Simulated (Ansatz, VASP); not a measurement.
# One calculation of NiO, two programs

File INCAR:

```
PREC = Accurate
ENCUT = 520
EDIFF = 1E-6
ISMEAR = -1
SIGMA = 0.03
LREAL = F
LASPH = T
NELM = 100
ALGO = Normal
ISIF = 2
LWAVE = F
LCHARG = F
GGA = PE
NBANDS = 15
```

KPOINTS

```
Automatic mesh
0
Gamma
  4 4 4
```

POSCAR

```
NiO
1.0
    0.0000000000      2.0893000000      2.0893000000
    2.0893000000      0.0000000000      2.0893000000
    2.0893000000      2.0893000000      0.0000000000
O Ni
1 1
Direct
    0.5000000000      0.5000000000      0.5000000000
    0.0000000000      0.0000000000      0.0000000000
```

Input for Ansatz:

```yaml
crystal:
  lattice:
    - [0.0, 2.0893, 2.0893]
    - [2.0893, 0.0, 2.0893]
    - [2.0893, 2.0893, 0.0]
  atoms:
    - { symbol: O, position: [0.5, 0.5, 0.5] }
    - { symbol: Ni, position: [0.0, 0.0, 0.0] }
hamiltonian:
  xc: pbe
  pseudopotentials: { kind: paw }
basis:
  ecutwfc: 420
kpoints:
  mp_grid: { grid: [4, 4, 4] }
scf:
  occupations: { method: fermi_dirac, width: 0.03 }
  lower_state_search: "off"
  max_iter: 80
output:
  forces: true
  stress: true
```

Alike in both runs: task single point; functional PBE; k mesh 4 × 4 × 4; occupations fermi-dirac, width 0.03 eV; no spin polarisation.

|  | VASP | Ansatz |
| --- | --- | --- |
| version | VASP 6.6.1 | Ansatz 0.2.0 |
| potentials or method | VASP PAW PBE potentials, release 64 (O, Ni) | PAW, plane waves, scalar-relativistic |
| plane-wave cutoff (eV) | 520 | 420 |
| valence electrons in the cell | 16 | 24 |

Ansatz gave:

```
pressure (GPa) : 0.5
```

Problem. Which values does VASP return?

Solution. Pressure (GPa): 0.7.

The functional is the same, so the differences come from potentials, cutoffs and numerics. The two sets of potentials don't hold the same shells in valence.

Caveats: the k mesh is coarse (spacing up to 0.65 Å⁻¹), so the values aren't converged; the run has no spin polarisation, though such a crystal can be magnetic; semilocal functionals often make such compounds metallic where correlation or magnetic order opens a gap, which also shifts bond lengths. Spin polarisation is off, so any magnetic state and its effect on volume and gap are missing.
